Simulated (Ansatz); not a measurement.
# Sodium, bcc: r²SCAN0 at the r²SCAN geometry

Aim: see what exact exchange does to the levels, and what it costs. Spin polarisation is left out. The cell comes from an earlier r²SCAN relaxation. Exact exchange is dear, so the k-mesh is coarse, and r²SCAN is run on the same mesh for comparison.

Computed with Ansatz 0.2.0 (DFT, plane waves (500 eV) with PBE-made PAW files, scalar-relativistic; functionals as named at each step, unless a step says otherwise).

**1. Starting point**

Symmetry: Im-3m, No. 229, cubic system. The conventional cell has a = 4.225 Å, b = 4.225 Å, c = 4.225 Å, α = 90.00°, β = 90.00°, γ = 90.00°. Na (site symmetry m-3m) has 8 Na at 3.66 Å as nearest neighbours.

As a file:

```
CELL_PARAMETERS angstrom
-2.11250 2.11250 2.11250
2.11250 -2.11250 2.11250
2.11250 2.11250 -2.11250
ATOMIC_POSITIONS crystal
Na 0.00000 0.00000 0.00000
```

**2. r²SCAN, coarse mesh**

The run with r²SCAN.

input.yaml

```yaml
crystal:
  lattice:
    - [-2.1125, 2.1125, 2.1125]
    - [2.1125, -2.1125, 2.1125]
    - [2.1125, 2.1125, -2.1125]
  atoms:
    - { symbol: Na, position: [0.0, 0.0, 0.0] }
hamiltonian:
  xc: r2scan
  pseudopotentials:
    kind: paw
    azcp:
      Na: "pseudopotentials/Na.paw.azcp"
basis:
  ecutwfc: 500
  fft_grid_basis: typed
kpoints:
  mp_grid: { grid: [6, 6, 6], shift: [0, 0, 0] }
magnetization:
  spin_polarized: false
scf:
  occupations: { method: fermi_dirac, width: 0.1 }
```

The program printed, shortened:

```text
Warning: RAYON_NUM_THREADS=4 ignored (pool sized by the plan → 4); use --threads N
[...]
Pseudopotentials: kind: paw
Pseudopotential: Na, paw, valence charge 9, recommended cutoff 500 eV (meta_gga), <dir>
Functional definition: r2SCAN
[...]
Crystal: 1 atoms, lattice volume = 37.709 Å³
Basis set: ecut = 500 eV, 959 PW (Γ), exchange–correlation on 108×108×108 points (64 copies of the dense FFT grid, shifted against one another)
Bands: 9, of which v1, the nominal top of the filled ones, is band 5 counted from 1 (4 counted from 0)
Symmetry: 48 space group operations
Space group: Im-3m (ITA 229), of the structure as read, at distance tolerance 3.4e-5 Å
k-points: 16 of 216
[...]
SCF iter   1: F=—  HF=-1488.604932 eV  |F-HF|=—  |Δ(HF+E_count)|=         —  Δρ=7.21e-3  dr2=8.70e-3  dr2_τ=1.20e-4  ethr=1.77e-3  ⟨swp⟩=4.9  Hψ=924  notcnv=0
[...]
SCF iter   6: F=-1488.600320 eV  HF=-1488.600320 eV  |F-HF|=7.50e-12  |Δ(HF+E_count)|=   1.41e-9  Δρ=8.80e-8  dr2=1.91e-12  dr2_τ=9.45e-14  ethr=3.11e-12  ⟨swp⟩=1.0  Hψ=426  notcnv=0
[...]
SCF converged after 6 iterations
Free energy (F): -1488.600320 eV
[...]
E sigma→0 (E₀):  -1488.584743 eV
Entropy (-TS):   -0.031154 eV (-31.154 meV/atom)
Fermi energy:    1.703045 eV
[...]
```

It took 0.61 s on 4 threads of an x86-64 CPU, shared host; peak memory 0.36 GiB.

**3. r²SCAN0, coarse mesh**

The run with r²SCAN0.

input.yaml, as its differences from that of step 2:

```diff
@@ -8,3 +8,3 @@
 hamiltonian:
-  xc: r2scan
+  xc: r2scan0
   pseudopotentials:
```

The program printed, shortened:

```text
Warning: RAYON_NUM_THREADS=4 ignored (pool sized by the plan → 4); use --threads N
[...]
[... 2 set-up lines as earlier in the session ...]
Functional definition: r2SCAN0
[...]
Crystal: 1 atoms, lattice volume = 37.709 Å³
Basis set: ecut = 500 eV, 959 PW (Γ), exchange–correlation on 108×108×108 points (64 copies of the dense FFT grid, shifted against one another)
Bands: 9, of which v1, the nominal top of the filled ones, is band 5 counted from 1 (4 counted from 0)
[... 2 set-up lines as earlier in the session ...]
k-points: 16 of 216
[...]
SCF iter   1: F=—  HF=-1488.604352 eV  |F-HF|=—  |Δ(HF+E_count)|=         —  Δρ=7.15e-3  dr2=8.56e-3  dr2_τ=1.13e-4  ethr=1.77e-3  ⟨swp⟩=8.8  Hψ=745  notcnv=0
[...]
Frozen-core exchange: fock
[...]
hybrid outer 2: dexx = +2.898e-8 eV, tail = 1.78e-8 eV, Δε = 7.45e-4 eV (about 9.69e-5 eV left of the loop's levels)
hybrid SCF converged: 2 outer / 8 inner (+6 warm-up), last move |dexx| = 2.90e-8 eV, tail = 1.78e-8 eV
Stability not checked: this state was not tested for a lower state beside it, because the functional holds exact exchange (a hybrid, or Hartree-Fock), whose exchange loop this test does not read (fock_operator; see scf.lower_state_search)
Free energy (F): -1488.305243 eV
Frozen-core exchange: fock
[...]
E sigma→0 (E₀):  -1488.289986 eV
Entropy (-TS):   -0.030514 eV (-30.514 meV/atom)
Fermi energy:    1.739679 eV
[...]
--- Band table (eV; the first three rows and the last of 16) ---
  k-point 0: bands = ["-58.1760", "-27.3212", "-27.3212", "-27.3212", "-2.6984", "14.6891", "14.6891"]
[...]
  guard bands above this table: 2 of the run's 9 bands. The solve was not asked for them (output.publish_guard_bands: true or output.eigenvalues: true publishes all)
```

Wall time 4.7 s (4 threads of an x86-64 CPU, shared host); peak memory 0.9 GiB.

**4. Side by side**

```csv
functional,gap on the mesh,Fermi energy (eV),SCF cycles,exchange loops,CPU time
r²SCAN,none (levels filled in part),1.703,6,-,1.6 s
r²SCAN0,none (levels filled in part),1.740,14,2,14 s
```

**5. Summary of results**

```
                             quantity                         value
                          r²SCAN: gap  none (levels filled in part)
                         r²SCAN0: gap  none (levels filled in part)
  r²SCAN0: SCF cycles, exchange loops                         14, 2
r²SCAN0: CPU time over that of r²SCAN                             9
```

**Reading.** Both r²SCAN and r²SCAN0 leave levels filled in part. The hybrid took 9 times as much CPU time as r²SCAN on the same settings. r²SCAN0 needed 2 outer loops of the exchange operator. The total energies in the logs cannot be compared from one functional to another.
